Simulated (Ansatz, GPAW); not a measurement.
**One calculation of Sb, 3 ways**

```
Sb
1.0
     2.15420    1.24373    3.75800
    -2.15420    1.24373    3.75800
     0.00000   -2.48746    3.75800
Sb
2
Cartesian
  0.0000 0.0000 8.6416
  0.0000 0.0000 2.6324
```

Alike in all runs: task single point; functional PBE; k mesh 8 × 8 × 8; occupations gaussian, width 0.015 eV; no spin polarisation; no spin-orbit coupling. Pressure is positive in compression and, in plane waves, holds the error of the finite cutoff, which Ansatz's Pulay term estimates and takes out.

```tsv
program and potentials	plane-wave cutoff (eV)	notes	pressure (GPa)	largest force (eV/Å)
Ansatz, Ansatz PAW	420	Pulay term of +0.03 GPa included	2.70	0.141
Ansatz, all-electron LAPW, scalar-relativistic	-	-	?	?
GPAW, GPAW PAW data sets (gpaw-data 1.2.1)	600	-	2.40	0.124
```

**Question.** Estimate from the other rows what the run with Ansatz, all-electron LAPW, scalar-relativistic gave.

**Answer.** Pressure 2.71 GPa; largest force 0.141 eV/Å. The other rows, which needn't bracket it: pressure 2.40 to 2.70; largest force 0.124 to 0.141.
